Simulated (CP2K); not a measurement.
Crystal: KCl (Sylvite).

```
CELL_PARAMETERS angstrom
4.44978 0.00000 0.00000
2.22489 3.85362 0.00000
2.22489 1.28454 3.63323
ATOMIC_POSITIONS crystal
K 0.00000 0.00000 0.00000
Cl 0.50000 0.50000 0.50000
```

Base run:

| Item | Value |
| --- | --- |
| Program | CP2K 2026.2 |
| Functional | RPBE |
| Potentials or basis | POTENTIAL_UZH K GTH-PBE-q9, Cl GTH-PBE-q7; TZVP-MOLOPT-PBE-GTH basis |
| Density cutoff | 6123 eV |
| k mesh | 7 × 7 × 7 |
| Occupations | gaussian, width 0.1 eV |
| Spin | no spin polarisation |

Its results: band gap on the k mesh 5.51 eV, direct; pressure 2.3 GPa.

The run is repeated on the same cell with these changes: functional from RPBE to PBEsol. What comes out?

Band gap on the k mesh 4.98 eV, direct; pressure -0.3 GPa.

PBEsol binds more tightly than RPBE, so the same cell stands under less pressure.

Caveats: the potentials were made for another functional, which shifts forces and pressure; an odd mesh through Γ misses points on the zone boundary, where band edges often lie; the basis of atomic orbitals isn't converged, which shifts pressures, moduli and gaps.
